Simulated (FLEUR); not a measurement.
# GaAs: equation of state with r2SCAN

The system is GaAs.

```
As Ga
1.0
     0.00000    2.82685    2.82685
     2.82685    0.00000    2.82685
     2.82685    2.82685    0.00000
As Ga
1 1
Cartesian
  4.2403 4.2403 4.2403
  0.0000 0.0000 0.0000
```

```json
{
 "Program": "FLEUR MaX-R8.1 (later development tree)",
 "Task": "equation of state",
 "Functional": "r2SCAN",
 "Potentials or basis": "all-electron",
 "Basis": "FLAPW",
 "Kmax": "4.71 1/bohr",
 "k mesh": "8 × 8 × 8",
 "Occupations": "fermi-dirac, width 0.05 eV",
 "Spin": "no spin polarisation",
 "Gmax": "14.6 1/bohr",
 "Muffin-tin radii": "As 2.08, Ga 2.08 bohr",
 "lmax": "As 9, Ga 9",
 "lnonsphr": "As 9, Ga 9",
 "Local orbitals a species": "As 6, Ga 6"
}
```

```
Equilibrium volume : 22.77 Å³/atom
Bulk modulus       : 73 GPa
```

Energy against volume, from the lowest point:
```csv
volume (Å³/atom),energy (meV/atom)
21.234,26.15
21.686,12.40
22.590,0.00
23.493,4.58
23.945,12.31
```

Caveat: the meta-GGA is that of a development version, with a GGA for the radial functions and cores and without core tails. Zero-point motion and thermal expansion aren't in these numbers.
